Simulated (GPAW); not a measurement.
# CuO (P6_3/mmc) in GPAW: further runs

The runs below take CuO through band structure, with PBEsol+U.

All numbers are computed with GPAW 26.7.0; they aren't measurements. Logs are shortened: lines on timing, memory, paths and dates and some standing lists are left out, and cuts for length are marked. The log counts tension as positive stress, the text compression.

### Step 1. The crystal as given

Symmetry: P6_3/mmc, No. 194, hexagonal system. The conventional cell has a = 3.180 Å, b = 3.180 Å, c = 4.431 Å, α = 90.00°, β = 90.00°, γ = 120.00°. Around Cu (site symmetry -3m) lie 6 O at 2.14 Å and 2 Cu at 2.22 Å. O (site symmetry -6m2) has 6 Cu at 2.14 Å as nearest neighbours.

Measurements of this composition are mostly on another form, of space group No. 15.

### Step 2. Band structure, PBEsol+U

Contents of run.py:

```python
from ase.dft.bandgap import bandgap
from ase.io import read, write
from ase.units import GPa
from gpaw import GPAW, PW, setup_paths

setup_paths.insert(0, '.')

atoms = read('POSCAR')

calc = GPAW(mode=PW(800),
            xc='PBEsol',
            kpts={'size': (7, 7, 5), 'gamma': True},
            occupations={'name': 'fermi-dirac', 'width': 0.05},
            setups={'Cu': ':d,6.0'},
            nbands=33,
            convergence={'density': 1e-05, 'energy': 1e-05},
            maxiter=150,
            txt='gpaw.txt')
atoms.calc = calc
energy = atoms.get_potential_energy()
forces = atoms.get_forces()
stress = atoms.get_stress()
calc.write('gs.gpw')
write('result.traj', atoms)
print(f'Energy: {energy:.6f} eV')
print('Forces (eV/A):')
print(forces.round(4))
print('Stress (GPa):', (stress / GPa).round(3))
print('Fermi level:', round(calc.get_fermi_level(), 4), 'eV')
print(f'Gap: {bandgap(calc)[0]:.4f} eV, direct: {bandgap(calc, direct=True)[0]:.4f} eV')

path = atoms.cell.bandpath('GMKGALHA,LM,KH', npoints=100, eps=1e-4)
bs_calc = calc.fixed_density(kpts=path, symmetry='off', nbands=46,
                             convergence={'bands': 'CBM+6.0', 'eigenstates': 1e-6}, txt='bands.txt')
bs = bs_calc.band_structure()
bs.write('bs.json')
print(f'Gap on the path: {bandgap(bs_calc)[0]:.4f} eV')
```

Contents of POSCAR:

```
CuO
1.0
    3.1795331014      0.0000000000      0.0000000000
   -1.5897665507      2.7535564380      0.0000000000
    0.0000000000      0.0000000000      4.4314907300
Cu O
2 2
Direct
    0.0000000000      0.0000000000      0.0000000000
    0.0000000000      0.0000000000      0.5000000000
    0.3333333333      0.6666666667      0.2500000000
    0.6666666667      0.3333333333      0.7500000000
```

Potentials or basis: PAW data sets generated in the run's folder for this functional, pw.

Run with:

```
> gpaw-setup -f PBEsol Cu O
> OMP_NUM_THREADS=1 python run.py
```

gpaw.txt:

```text
__  _  _
 | _ |_)|_||  |
 |__||  | ||/\| - 26.7.0

Input parameters:
  mode=PW(ecut=800.0),
  convergence={'density': 1e-05, 'energy': 1e-05},
  kpts=MonkhorstPack(size=(7, 7, 5), gamma=True),
  maxiter=150,
  nbands=33,
  occupations=Occupations(name='fermi-dirac', width=0.05),
  setups={'Cu': ':d,6.0'},
  xc=XC(name='PBEsol')

Diagonalizing LCAO Hamiltonian
Converting LCAO to pw mode

            O

       Cu
         O

       Cu

Atoms  # Å, Bohr magnetons
|   | symbol |         x |        y |        z |    initial magnetic moments |
|---|--------|-----------|----------|----------|-----------------------------|
| 0 |     Cu |  0.000000 | 0.000000 | 0.000000 | ( 0.0000,  0.0000,  0.0000) |
| 1 |     Cu |  0.000000 | 0.000000 | 2.215745 | ( 0.0000,  0.0000,  0.0000) |
| 2 |      O | -0.000000 | 1.835704 | 1.107873 | ( 0.0000,  0.0000,  0.0000) |
| 3 |      O |  1.589767 | 0.917852 | 3.323618 | ( 0.0000,  0.0000,  0.0000) |

Unit cell  # Å
| periodic |         x |        y |        z |  lengths |     angles |
|----------|-----------|----------|----------|----------|------------|
|      yes |  3.179533 | 0.000000 | 0.000000 | 3.179533 |  90.000000 |
|      yes | -1.589767 | 2.753556 | 0.000000 | 3.179533 |  90.000000 |
|      yes |  0.000000 | 0.000000 | 4.431491 | 4.431491 | 120.000000 |

Number of symmetries: 12
Symmetry operations  # r_c * U_cc + t_c -> r_c
|    | kind |            matrix            |
|----|------|------------------------------|
|  0 |  σ   |  1, 1, 0,  0,-1, 0,  0, 0, 1 |
|  1 |  S6  |  1, 1, 0, -1, 0, 0,  0, 0,-1 |
|  2 |  E   |  1, 0, 0,  0, 1, 0,  0, 0, 1 |
|  3 |  C2  |  1, 0, 0, -1,-1, 0,  0, 0,-1 |
|  4 |  C2  |  0, 1, 0,  1, 0, 0,  0, 0,-1 |
|  5 |  C3  |  0, 1, 0, -1,-1, 0,  0, 0, 1 |
|  6 |  S6  |  0,-1, 0,  1, 1, 0,  0, 0,-1 |
|  7 |  σ   |  0,-1, 0, -1, 0, 0,  0, 0, 1 |
|  8 |  σ   | -1, 0, 0,  1, 1, 0,  0, 0, 1 |
|  9 |  i   | -1, 0, 0,  0,-1, 0,  0, 0,-1 |
| 10 |  C3  | -1,-1, 0,  1, 0, 0,  0, 0, 1 |
| 11 |  C2  | -1,-1, 0,  0, 1, 0,  0, 0,-1 |

BZ-sampling:
  Number of BZ points: 245
  Number of IBZ points: 32

  Monkhorst-Pack size: [7, 7, 5]
  Monkhorst-Pack shift: [0, 0, 0]

K-points  # in reciprocal-cell coordinates
|     |                                coordinates |     weight |
|-----|--------------------------------------------|------------|
|   0 | (  0.00000000,   0.00000000,   0.00000000) | 0.00408163 |
|   1 | (  0.00000000,   0.00000000,   0.20000000) | 0.00816327 |
|   2 | (  0.00000000,   0.00000000,   0.40000000) | 0.00816327 |
|   3 | (  0.14285714,   0.00000000,  -0.40000000) | 0.02448980 |
|   4 | (  0.14285714,   0.00000000,  -0.20000000) | 0.02448980 |
|   5 | (  0.14285714,   0.00000000,   0.00000000) | 0.02448980 |
|   6 | (  0.14285714,   0.00000000,   0.20000000) | 0.02448980 |
|   7 | (  0.14285714,   0.00000000,   0.40000000) | 0.02448980 |
|   8 | (  0.28571429,  -0.14285714,   0.00000000) | 0.02448980 |
|   9 | (  0.28571429,  -0.14285714,   0.20000000) | 0.04897959 |
| ... |                                            |            |
|  31 | (  0.42857143,   0.42857143,   0.40000000) | 0.04897959 |

Plane wave coefficients: 2025
Cutoff: 800.0 eV

Spin-components: 1 (collinear spins)
Bands:           33
Projectors:      22
Spin-degeneracy: 2
Datatype:        complex128

Parallelization:
  kpt:    1
  domain: 1
  band:   1

Density:
  Valence electrons: 34.0
  Components: 1
  Grid points: [21 21 30]
  Charge: 0.0  # |e|

Potential:
  Grid points: [21 21 30]

species:
  Cu:
    name:    Copper
    Z:       29.0
    valence: 11
    core:    18
    charge:  0.0  # [|e|]
    Hubbard: {U: 6.0,  # eV
              l: 2,
              scale: True}
    compensation charges:
      type: gauss
      rc: 0.33  # [Å]
      lmax: 2
    cutoffs:
      filter: 2.06  # [Å]
      core: 2.43  # [Å]
    projectors
    | kind |    occ | energy [eV] | rcut [Å] |
    |------|--------|-------------|----------|
    |   4s |  1.000 |      -4.607 |    1.164 |
    |   4p |  0.000 |      -0.637 |    1.164 |
    |   3d | 10.000 |      -5.060 |    1.058 |
    |    s |        |      22.604 |    1.164 |
    |    p |        |      26.574 |    1.164 |
    |    d |        |      22.151 |    1.058 |

    Using partial waves for Cu as LCAO basis

  O:
    name:    Oxygen
    Z:       8.0
    valence: 6
    core:    2
    charge:  0.0  # [|e|]
    compensation charges:
      type: gauss
      rc: 0.21  # [Å]
      lmax: 2
    cutoffs:
      filter: 1.17  # [Å]
      core: 0.83  # [Å]
    projectors
    | kind |    occ | energy [eV] | rcut [Å] |
    |------|--------|-------------|----------|
    |   2s |  2.000 |     -23.808 |    0.688 |
    |   2p |  4.000 |      -8.972 |    0.598 |
    |    s |        |       3.404 |    0.688 |
    |    p |        |      18.239 |    0.598 |
    |    d |        |       0.000 |    0.619 |

    Using partial waves for O as LCAO basis

Reference energy: -94036.894853  # eV

eigensolver:
  PPCG
  Converge bands: occupied
  niter=2

density mixing:
  MSR1-Mixer
  Pratt-step length: 0.05
  Maximum mixing coefficient: 0.75
  Old densities: 10
  SVD Regularization: 0.005
  Good broyden scale: 1.0
  Trust region scale: 1.0
  Backstep threshold: 4.0
  History deletion threshold: 6.0
  Fourier metric: weight=20.0, sigma=0.015

occupation numbers:
  Fermi-Dirac:
    width: 0.0500  # eV

poisson solver:
  ecut: 6400.0  # eV

xc functional:
  name: PBEsol with 2 nearest neighbor stencil

convergence criteria:
- Maximum integral of absolute [dens]ity change: 1e-05 electrons / valence electron
- Maximum [total energy] change in last 3 cyles: 1e-05 eV / valence electron
- Maximum integral of absolute [eigenst]ate change: 4e-08 eV^2 / valence electron
maximum number of iterations: 150

SCF iterations
|iter     | |      energy | eigst |  dens |
|---------|-|-------------|-------|-------|
|iter:   1| |  -21.262958 | -0.14 |       |
|iter:   2| |  -20.310714 | -2.26 | -1.03 |
|iter:   3| |  -19.195409 | -1.95 | -1.13 |
|iter:   4| |  -19.171090 | -3.62 | -1.65 |
|iter:   5| |  -19.164376 | -3.68 | -1.82 |
|iter:   6| |  -19.169279 | -4.04 | -2.27 |
|iter:   7| |  -19.164859 | -4.52 | -2.46 |
|iter:   8| |  -19.164920 | -6.41 | -3.12 |
|iter:   9| |  -19.164963c| -6.13 | -3.32 |
|iter:  10| |  -19.164964c| -8.22c| -4.37 |
|iter:  11| |  -19.164964c| -7.72c| -4.77 |
|iter:  12| |  -19.164964c| -8.71c| -5.54c|

Converged in 12 steps
Energy contributions relative to reference atoms: (reference = -94036.894853)

Energy contributions:
  Kinetic:          43.716382
  Coulomb:         -42.684839
  Zero:              0.414924
  External:          0.000000
  Xc:              -20.595669
  Entropy:          -0.031525
  Spinorbit:         0.000000
  ----------------------------
  Free energy:     -19.180727
  Extrapolated:    -19.164964

dipole moment: (-6.714781, -11.630343, -9.358762)  # |e|*Ang

Fermi level: 5.593
Eigenvalues  # (at kpt = [0.000, 0.000, 0.000])
| band index |      eig [eV] | occ [0-2] |
|------------|---------------|-----------|
|          0 |       -13.022 |     2.000 |
|        ... |               |           |
|          8 |         2.581 |     2.000 |
|          9 |         2.581 |     2.000 |
|         10 |         3.442 |     2.000 |
|         11 |         3.442 |     2.000 |
|         12 |         3.601 |     2.000 |
|         13 |         3.601 |     2.000 |
[... 8 lines left out ...]
|         22 |        18.692 |     0.000 |
|         23 |        23.999 |     0.000 |
|        ... |               |           |
|         32 |        31.009 |     0.000 |

No gap
No difference between direct/indirect transitions

Forces  # eV/Ang
|        x |        y |        z |
|----------|----------|----------|
|  0.00000 | -0.00000 |  0.00000 |  # Cu   0
| -0.00000 |  0.00000 |  0.00000 |  # Cu   1
|  0.00000 |  0.00000 | -0.00000 |  # O    2
| -0.00000 | -0.00000 |  0.00000 |  # O    3

Stress tensor  # eV/Ang^3
|         x |         y |         z |
|-----------|-----------|-----------|
|  0.111871 | -0.000000 |  0.000000 |
| -0.000000 |  0.111871 |  0.000000 |
|  0.000000 |  0.000000 | -0.156010 |

# Writing to gs.gpw (mode='')
```

Run time: 2.5 min. Hardware: 1 thread of Arm Neoverse V1, shared host; peak memory 0.42 GiB.

What came out:

* Free energy: -19.1807 eV
* Pressure: -3.6 GPa
* Band gap along the path: none (metal or under the smearing width)

Levels at the corners of the path, in eV from the Fermi level:
```
point  band 15  band 16  band 17  band 18  band 19  band 20
    Γ    -1.12    -0.77     0.59     0.59     2.17     5.88
    M    -2.13    -2.00     0.27     0.55     7.40     7.50
    K    -1.19    -1.19    -0.87    -0.87     8.03    10.02
    Γ    -1.12    -0.77     0.59     0.59     2.17     5.88
    A    -0.13    -0.13    -0.13    -0.13     4.88     4.88
    L    -0.61    -0.61    -0.55    -0.55     6.75     6.75
    H    -2.19    -2.19     0.51     0.51     8.09     8.09
    A    -0.13    -0.13    -0.13    -0.13     4.88     4.88
    L    -0.61    -0.61    -0.55    -0.55     6.75     6.75
    M    -2.13    -2.00     0.27     0.55     7.40     7.50
    K    -1.19    -1.19    -0.87    -0.87     8.03    10.02
    H    -2.19    -2.19     0.51     0.51     8.09     8.09
```

Caveat: with this Cu data set, volumes or pressures lay over 1.5 % or 2 GPa off other programs in two to four cells of ten; the run has no spin polarisation, though such a crystal can be magnetic; U without spin polarisation on a metal has little footing.

### Step 3. Band structure, PBEsol+U

Changes to run.py since step 2:

```diff
@@ -13,3 +13,3 @@
             occupations={'name': 'fermi-dirac', 'width': 0.05},
-            setups={'Cu': ':d,6.0'},
+            setups={'Cu': ':d,8.0'},
             nbands=33,
```

POSCAR is that of step 2.

Potentials or basis: PAW data sets generated in the run's folder for this functional, pw.

Run with:

```
> gpaw-setup -f PBEsol Cu O
> OMP_NUM_THREADS=1 python run.py
```

gpaw.txt:

```text
__  _  _
 | _ |_)|_||  |
 |__||  | ||/\| - 26.7.0

Input parameters:
  mode=PW(ecut=800.0),
  convergence={'density': 1e-05, 'energy': 1e-05},
  kpts=MonkhorstPack(size=(7, 7, 5), gamma=True),
  maxiter=150,
  nbands=33,
  occupations=Occupations(name='fermi-dirac', width=0.05),
  setups={'Cu': ':d,8.0'},
  xc=XC(name='PBEsol')

Diagonalizing LCAO Hamiltonian
Converting LCAO to pw mode

            O

       Cu
         O

       Cu

Atoms  # Å, Bohr magnetons
|   | symbol |         x |        y |        z |    initial magnetic moments |
|---|--------|-----------|----------|----------|-----------------------------|
| 0 |     Cu |  0.000000 | 0.000000 | 0.000000 | ( 0.0000,  0.0000,  0.0000) |
| 1 |     Cu |  0.000000 | 0.000000 | 2.215745 | ( 0.0000,  0.0000,  0.0000) |
| 2 |      O | -0.000000 | 1.835704 | 1.107873 | ( 0.0000,  0.0000,  0.0000) |
| 3 |      O |  1.589767 | 0.917852 | 3.323618 | ( 0.0000,  0.0000,  0.0000) |

Unit cell  # Å
| periodic |         x |        y |        z |  lengths |     angles |
|----------|-----------|----------|----------|----------|------------|
|      yes |  3.179533 | 0.000000 | 0.000000 | 3.179533 |  90.000000 |
|      yes | -1.589767 | 2.753556 | 0.000000 | 3.179533 |  90.000000 |
|      yes |  0.000000 | 0.000000 | 4.431491 | 4.431491 | 120.000000 |

Number of symmetries: 12
Symmetry operations  # r_c * U_cc + t_c -> r_c
|    | kind |            matrix            |
|----|------|------------------------------|
|  0 |  σ   |  1, 1, 0,  0,-1, 0,  0, 0, 1 |
|  1 |  S6  |  1, 1, 0, -1, 0, 0,  0, 0,-1 |
|  2 |  E   |  1, 0, 0,  0, 1, 0,  0, 0, 1 |
|  3 |  C2  |  1, 0, 0, -1,-1, 0,  0, 0,-1 |
[... 146 lines left out ...]
|iter:   1| |  -20.417528 | -0.14 |       |
|iter:   2| |  -19.822475 | -2.35 | -1.09 |
|iter:   3| |  -19.058154 | -2.18 | -1.19 |
|iter:   4| |  -19.033434 | -3.55 | -1.65 |
|iter:   5| |  -19.033712 | -3.75 | -1.86 |
|iter:   6| |  -19.038213 | -4.08 | -2.23 |
|iter:   7| |  -19.035662 | -4.72 | -2.59 |
|iter:   8| |  -19.035741 | -6.52 | -3.21 |
|iter:   9| |  -19.035798c| -6.23 | -3.42 |
|iter:  10| |  -19.035799c| -8.30c| -4.51 |
|iter:  11| |  -19.035799c| -7.90c| -4.92 |
|iter:  12| |  -19.035799c| -8.80c| -5.74c|

Converged in 12 steps
Energy contributions relative to reference atoms: (reference = -94036.894853)

Energy contributions:
  Kinetic:          59.094347
  Coulomb:         -55.807407
  Zero:              0.347575
  External:          0.000000
  Xc:              -22.654324
  Entropy:          -0.031979
  Spinorbit:         0.000000
  ----------------------------
  Free energy:     -19.051789
  Extrapolated:    -19.035799

dipole moment: (-6.661154, -11.537456, -9.284017)  # |e|*Ang

Fermi level: 5.309
Eigenvalues  # (at kpt = [0.000, 0.000, 0.000])
| band index |      eig [eV] | occ [0-2] |
|------------|---------------|-----------|
|          0 |       -13.126 |     2.000 |
|        ... |               |           |
|          8 |         1.992 |     2.000 |
|          9 |         1.992 |     2.000 |
|         10 |         2.915 |     2.000 |
|         11 |         2.915 |     2.000 |
|         12 |         3.488 |     2.000 |
|         13 |         3.488 |     2.000 |
[... 8 lines left out ...]
|         22 |        18.749 |     0.000 |
|         23 |        23.874 |     0.000 |
|        ... |               |           |
|         32 |        30.957 |     0.000 |

No gap
No difference between direct/indirect transitions

Forces  # eV/Ang
|        x |       y |        z |
|----------|---------|----------|
|  0.00000 | 0.00000 |  0.00000 |  # Cu   0
|  0.00000 | 0.00000 |  0.00000 |  # Cu   1
|  0.00000 | 0.00000 | -0.00000 |  # O    2
| -0.00000 | 0.00000 |  0.00000 |  # O    3

Stress tensor  # eV/Ang^3
|         x |         y |         z |
|-----------|-----------|-----------|
|  0.112404 | -0.000000 |  0.000000 |
| -0.000000 |  0.112404 |  0.000000 |
|  0.000000 |  0.000000 | -0.145007 |

# Writing to gs.gpw (mode='')
```

stdout:

```text
Energy: -19.035799 eV
Forces (eV/A):
[[ 0.  0.  0.]
 [ 0.  0.  0.]
 [ 0.  0. -0.]
 [-0.  0.  0.]]
Stress (GPa): [ 18.009  18.009 -23.233   0.      0.     -0.   ]
Fermi level: 5.3093 eV
Gap: 0.0000 eV, direct: 0.0000 eV
Gap on the path: 0.0000 eV
```

bands.txt:

```text
Diagonalizing LCAO Hamiltonian
Converting LCAO to pw mode
convergence criteria:
- Maximum integral of absolute [eigenst]ate change: 1e-06 eV^2 / valence electron
maximum number of iterations: 150

SCF iterations
|iter     | |      energy | eigst |  dens |
[... 105 lines left out ...]
         [0.33333333, 0.33333333, 0.05555556],
         [0.33333333, 0.33333333, 0.11111111],
         [0.33333333, 0.33333333, 0.16666667],
         [0.33333333, 0.33333333, 0.22222222],
         [0.33333333, 0.33333333, 0.27777778],
         [0.33333333, 0.33333333, 0.33333333],
         [0.33333333, 0.33333333, 0.38888889],
         [0.33333333, 0.33333333, 0.44444444],
         [0.33333333, 0.33333333, 0.5       ]])),
  maxiter=150,
  nbands=46,
  occupations=Occupations(name='fermi-dirac', width=0.05),
  setups={'Cu': ':d,8.0'},
  symmetry=Symmetry(point_group=False, time_reversal=False),
  xc=XC(name='PBEsol')
```

It took 2.3 min on 1 thread of Arm Neoverse V1, shared host; peak memory 0.42 GiB.

What came out:

```yaml
Free_energy: -19.0518 eV
Pressure: -4.3 GPa
Band_gap_along_the_path: none (metal or under the smearing width)
```

Stress tensor (GPa, compression positive):
```
-18.01   0.00   0.00
  0.00 -18.01   0.00
  0.00   0.00  23.23
```

Levels at the corners of the path, in eV from the Fermi level:
```
point  band 15  band 16  band 17  band 18  band 19  band 20
    Γ    -0.99    -0.97     0.58     0.58     2.46     6.20
    M    -2.36    -2.29     0.24     0.57     7.69     7.77
    K    -1.23    -1.23    -0.91    -0.91     8.31    10.24
    Γ    -0.99    -0.97     0.58     0.58     2.46     6.20
    A    -0.12    -0.12    -0.12    -0.12     5.15     5.15
    L    -0.63    -0.63    -0.54    -0.54     7.07     7.07
    H    -2.37    -2.37     0.53     0.53     8.40     8.40
    A    -0.12    -0.12    -0.12    -0.12     5.15     5.15
    L    -0.63    -0.63    -0.54    -0.54     7.07     7.07
    M    -2.36    -2.29     0.24     0.57     7.69     7.77
    K    -1.23    -1.23    -0.91    -0.91     8.31    10.24
    H    -2.37    -2.37     0.53     0.53     8.40     8.40
```

Caveat: with this Cu data set, volumes or pressures lay over 1.5 % or 2 GPa off other programs in two to four cells of ten; the run has no spin polarisation, though such a crystal can be magnetic; U without spin polarisation on a metal has little footing.
